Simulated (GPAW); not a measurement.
NiAl and the effect of the Hubbard U on Ni d

```cif
data_structure
_symmetry_space_group_name_H-M 'P 1'
_symmetry_Int_Tables_number 1
_cell_length_a 2.8810
_cell_length_b 2.8810
_cell_length_c 2.8810
_cell_angle_alpha 90.000
_cell_angle_beta 90.000
_cell_angle_gamma 90.000
_cell_volume 23.91
loop_
_atom_site_label
_atom_site_type_symbol
_atom_site_fract_x
_atom_site_fract_y
_atom_site_fract_z
_atom_site_occupancy
Ni1 Ni 0.50000 0.50000 0.50000 1
Al1 Al 0.00000 0.00000 0.00000 1
```

Kept alike: task band structure; functional PBEsol; k mesh 9 × 9 × 9; occupations fermi-dirac, width 0.05 eV; collinear spin, ferromagnetic start. Program: GPAW, PAW data sets generated for this functional, cutoff 600 eV. The mesh is that of the run's cell of 2 atoms. No spin-orbit coupling.

| Hubbard U on Ni d, U (eV) | pressure (GPa) |
| --- | --- |
| 0 | -2.27 |
| 1 | -3.00 |
| 2 | -3.72 |
| 3 | ? |
| 4 | -5.12 |
| 6 | -6.44 |
| 8 | -7.63 |

Pressure is positive in compression; the values hold the error of the finite cutoff, so their zero can differ a little from the energy's minimum. For a metal such a mesh leaves the last digits unconverged. How U acts hangs on the program's projectors. The moments vanished: the runs ended non-magnetic.

Question: Fit the rows shown and predict the run at 3 eV.

Answer: A least-squares parabola through the rows shown is pressure = 0.01074 U² - 0.7584 U - 2.259 (largest miss 0.017); at U = 3 it gives -4.44 GPa. The run gave: pressure -4.43 GPa.
